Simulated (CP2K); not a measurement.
AlN under changes of volume

One of the cells (10.417 Å³/atom); the others are scaled copies at fixed shape and fractional positions:

```
Al N
1.0
     3.08863    0.00000    0.00000
     1.54432    2.67483    0.00000
     1.54432    0.89161    2.52186
Al N
1 1
Direct
  0.00000 0.00000 0.00000
  0.25000 0.25000 0.25000
```

Measurements of this composition are mostly on another form, of space group No. 186.

| Item | Value |
| --- | --- |
| Program | CP2K 2026.2 |
| Functional | PBE |
| Dispersion | D3(BJ) |
| Potentials or basis | POTENTIAL_UZH Al GTH-PBE-q3, N GTH-PBE-q5; TZVP-MOLOPT-PBE-GTH basis |
| Density cutoff | 6123 eV |
| k mesh | 10 × 10 × 10 |
| Occupations | fermi-dirac, width 0.0259 eV |
| Spin | no spin polarisation |

```csv
volume (Å³/atom),energy over the lowest point (meV/atom),pressure (GPa),gap on the mesh (eV)
9.792,23.59,13.2,3.35
10.001,9.72,8.2,3.34
10.209,2.05,3.7,3.33
10.417,0.00,-0.4,3.32
10.626,?,?,?
10.834,10.72,-7.6,3.30
11.042,22.70,-10.6,3.29
```

Task: What does the run at 10.626 Å³/atom give?

Result: Energy over the lowest point 3.05 meV/atom; pressure -4.2 GPa; gap on the mesh 3.31 eV.

Worked out: A Birch-Murnaghan fit of order 3 (a polynomial in V^(-2/3)) to the other rows has its minimum at 10.39 Å³/atom with B0 = V·E''(V) = 198 GPa and B' = 3.5. It gives 3.03 meV/atom at 10.626 Å³/atom, against the run's 3.05, and -dE/dV = -4.2 GPa, against -4.2. A straight line through the other rows of the gap, of slope -0.5 eV per unit of ln V, gives 3.31 eV, against the run's 3.31.

Energies are extrapolated to zero smearing.

Caveats: the basis of atomic orbitals isn't converged, which shifts pressures, moduli and gaps.

A mesh can miss the band edges.
